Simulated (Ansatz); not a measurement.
Results of r²SCAN (Ansatz, a program for electronic structure, PAW) for zinc-blende InN (metastable phase).

The same calculation (at a fixed cell, not relaxed at this level and not confirmed as the measured one, 15.438 Å³/atom) with different numerical settings:

| run | k mesh | gap on the mesh (eV) | total energy (eV/atom) | rough time |
|---|---|---|---|---|
| 1 | 4×4×4 | 0.000 | -2998.3720 | under 3 core-s |
| 2 | 6×6×6 | 0.000 | -2998.3987 | under 3 core-s |
| 3 | 8×8×8 | 0.000 | -2998.4013 | under 3 core-s |
| 4 | 12×12×12 | 0.000 | -2998.4020 | 4 core-s |
| 5 | 16×16×16 | 0.000 | -2998.4021 | 10 core-s |
| 6 | 20×20×20 | 0.000 | -2998.4021 | 10 core-s |

In the column total energy (eV/atom) the first row differs from the last by +0.0301 and the next to last by 0.0000.

The last row is no converged limit: other settings stay fixed.

Spin–orbit coupling is not included.
